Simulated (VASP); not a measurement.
A run of VASP 6.6.1:

File INCAR:

```
SYSTEM = ZnS
PREC = Accurate ; ENCUT = 600
EDIFF = 1E-7 ; ISMEAR = 0
SIGMA = 0.03 ; LREAL = .FALSE.
LASPH = .TRUE. ; NELM = 80
ALGO = Fast ; ISIF = 2
LWAVE = .FALSE. ; LCHARG = .FALSE.
GGA = PE ; IBRION = 2
NSW = 40 ; EDIFFG = -0.01
```

Contents of KPOINTS:

```
Automatic mesh
0
G
  10 10 10
  0 0 0
```

POSCAR

```
ZnS                                     
1.0
    0.0000000000      2.7593612389      2.7593612389
    2.7593612389      0.0000000000      2.7593612389
    2.7593612389      2.7593612389      0.0000000000
  Zn              S             
     1     1
Direct
     0.2500000000000000    0.2500000000000000    0.2500000000000000
     0.0000000000000000    0.0000000000000000    0.0000000000000000
```

Potentials or basis: VASP PAW PBE potentials, release 64 (Zn, S).

Run with:

```bash
$ cat potpaw_PBE.64/Zn/POTCAR potpaw_PBE.64/S/POTCAR > POTCAR
$ mpirun -np 1 vasp_std > vasp.out
```

Hardware: 1 thread of Intel(R) Xeon(R) Platinum 8375C CPU @ 2.90GHz (Ice Lake), on a shared host.

Task: Estimate the wall time of this run.

Result: Run time: 45 s on 1 thread of Intel(R) Xeon(R) Platinum 8375C CPU @ 2.90GHz (Ice Lake), with other jobs on the host, peak memory 0.19 GiB. Counts: scf iterations 18, k points 47, ion steps 1.
